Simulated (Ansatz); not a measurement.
Theory: DFT PBE, scalar-relativistic, plane waves, PAW (Ansatz). All cells share a 420 eV cutoff and Γ-centred k meshes spaced at most about 0.3 Å⁻¹ (about 0.25 or finer for metals, 2π included). No spin polarisation.

Temperature and zero-point effects are left out.

**Question.** Order these relaxed structures of Cd₃Te₅ by energy, lowest first, with the energy over the lowest of them.
A. Space group P-4m2 (No. 115), tetragonal, a = 4.517 Å, c = 14.990 Å. Cd on a site of symmetry 2mm has 4 Te at 2.85–2.87 Å; Cd on a site of symmetry -4m2 is surrounded by 4 Te at 2.85 Å; around Te on a site of symmetry 2mm lie 2 Cd at 2.87 Å and 2 Te at 3.19 Å; around Te on a second site of symmetry 2mm lie 4 Cd at 2.85 Å; 1 more site not described.
B. Space group P-43m (No. 215), cubic, a = 6.796 Å. Cd is surrounded by 4 Te at 2.88 Å; Te on a site of symmetry -43m is surrounded by 4 Te at 3.14 Å; Te on a site of symmetry 3m has 3 Cd at 2.88 Å and 1 Te at 3.14 Å.
C. Space group R-3m (No. 166), trigonal, a = 4.382 Å, c = 42.985 Å. Cd on a site of symmetry -3m is surrounded by 6 Te at 3.08 Å; Cd on a site of symmetry 3m has 6 Te at 3.04–3.12 Å; Te on a site of symmetry 3m has 6 Cd at 3.04–3.08 Å; Te on a second site of symmetry 3m is surrounded by 3 Cd at 3.12 Å and 3 Te at 3.16 Å; 1 more site not described.

**Answer.** C (0 meV/atom), A (20 meV/atom), B (36 meV/atom). Counting Te atoms around Cd (those within 1.25 times the shortest such distance or 1.15 times the sum of covalent radii, 1.27 where that leaves under three): C has Cd 6; A has Cd 4; B has Cd 4. All come from invented guesses. The lowest form computed isn't among them: it has space group Pm-3m (No. 221), 29.8 Å³/atom and lies 40 meV/atom below the best shown.

The k mesh leaves some 4 meV/atom of noise in the energy of each metallic cell. Spin–orbit coupling, which can matter for Te, is left out. Cells relaxed within their symmetry can be saddle points. Some structure types and database cells were kept out of the candidates from the start, so a known form may be missing.
